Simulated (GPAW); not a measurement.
Crystal: MoS2.

```
Mo S
1.0
     3.16900    0.00000    0.00000
    -1.58450    2.74443    0.00000
     0.00000    0.00000   12.32400
Mo S
2 4
Direct
  0.66667 0.33333 0.75000
  0.33333 0.66667 0.25000
  0.66667 0.33333 0.37700
  0.33333 0.66667 0.87700
  0.66667 0.33333 0.12300
  0.33333 0.66667 0.62300
```

| Quantity | Value |
| --- | --- |
| Program | GPAW 26.7.0 |
| Task | relaxation of cell and atoms |
| Functional | PBEsol |
| Dispersion | D3(BJ) |
| Potentials or basis | PAW data sets generated in the run's folder for this functional |
| Cutoff | 600 eV |
| Basis | pw |
| k mesh | 6 × 6 × 2 |
| Occupations | fermi-dirac, width 0.05 eV |
| Spin | no spin polarisation |

At the start: pressure -6.5 GPa; volume 17.86 Å³/atom.

Where does the relaxation end?

Over 49 steps the energy falls by 25.2 meV/atom and the volume is 16.28 Å³/atom (-8.9 %); space group P6_3/mmc (No. 194, to 0.05 Å).

Step by step:
```tsv
step	energy change (eV)	largest force (eV/Å)	pressure (GPa)	volume (Å³)
1	0.0000	0.2924	-6.47	107.18
3	-0.0411	0.0133	-4.28	106.07
5	-0.0720	0.4025	-0.91	104.03
7	-0.1010	0.3420	0.32	102.08
9	-0.1155	0.1111	-0.80	100.50
11	-0.1172	0.0778	-0.62	100.47
13	-0.1201	0.0107	-0.29	100.39
15	-0.1231	0.0642	0.05	100.31
17	-0.1263	0.1128	0.20	100.24
19	-0.1312	0.1049	-0.03	100.20
21	-0.1372	0.0304	-0.67	100.14
23	-0.1429	0.0163	-1.03	99.82
25	-0.1488	0.0562	-0.40	98.98
27	-0.1513	0.0173	0.00	97.82
29	-0.1496	0.0691	-0.07	97.23
31	-0.1500	0.0194	0.20	97.22
33	-0.1501	0.0067	0.33	97.23
35	-0.1501	0.0020	0.29	97.25
37	-0.1502	0.0051	0.24	97.28
39	-0.1503	0.0128	0.18	97.31
41	-0.1504	0.0192	0.11	97.36
43	-0.1506	0.0204	0.06	97.41
45	-0.1508	0.0127	0.06	97.48
47	-0.1510	0.0012	0.09	97.57
49	-0.1513	0.0026	0.03	97.69
```

Final structure:
```xyz
6
Lattice="3.1081 0.0000 0.0000 -1.5541 2.6917 0.0000 0.0000 0.0000 11.6771" Properties=species:S:1:pos:R:3 pbc="T T T"
Mo    1.5541    0.8972    8.7578
Mo    0.0000    1.7945    2.9192
S     1.5541    0.8972    4.4820
S     0.0000    1.7945   10.3206
S     1.5541    0.8972    1.3565
S     0.0000    1.7945    7.1951
```

Caveat: the k mesh is coarse; later steps reuse the first step's grids.
